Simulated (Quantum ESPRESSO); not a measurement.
**Ho: equation of state with PBE**

Ho:

```
Ho
1.0
    -1.99052    1.99052    1.99052
     1.99052   -1.99052    1.99052
     1.99052    1.99052   -1.99052
Ho
1
Direct
  0.00000 0.00000 0.00000
```

This isn't the form of Ho at room conditions, which is hcp.

| Quantity | Value |
| --- | --- |
| Program | Quantum ESPRESSO 7.5 |
| Task | equation of state |
| Functional | PBE |
| Potentials or basis | SSSP 1.3 efficiency PBE |
| Cutoff | 748 eV |
| Density cutoff | 5987 eV |
| k mesh | 9 × 9 × 9 |
| Occupations | fermi-dirac, width 0.05 eV |
| Spin | collinear spin, ferromagnetic start |
| Starting moments | [4.0] μB |

The equilibrium volume is 31.58 Å³/atom. The bulk modulus is 26 GPa and the pressure derivative of the bulk modulus is 3.7.

Energy against volume, from the lowest point:
```
volume (Å³/atom)  energy (meV/atom)
          29.654              10.72
          30.285               4.70
          30.916               1.21
          31.547               0.00
          32.178               0.89
          32.809               3.69
          33.440               8.22
```

All runs of the series together: 12 min on 1 thread of Arm Neoverse V1 (shared host).

Caveat: the magnetic or orbital state may not be the lowest. The state reached can hang on the start; a lower one may exist.
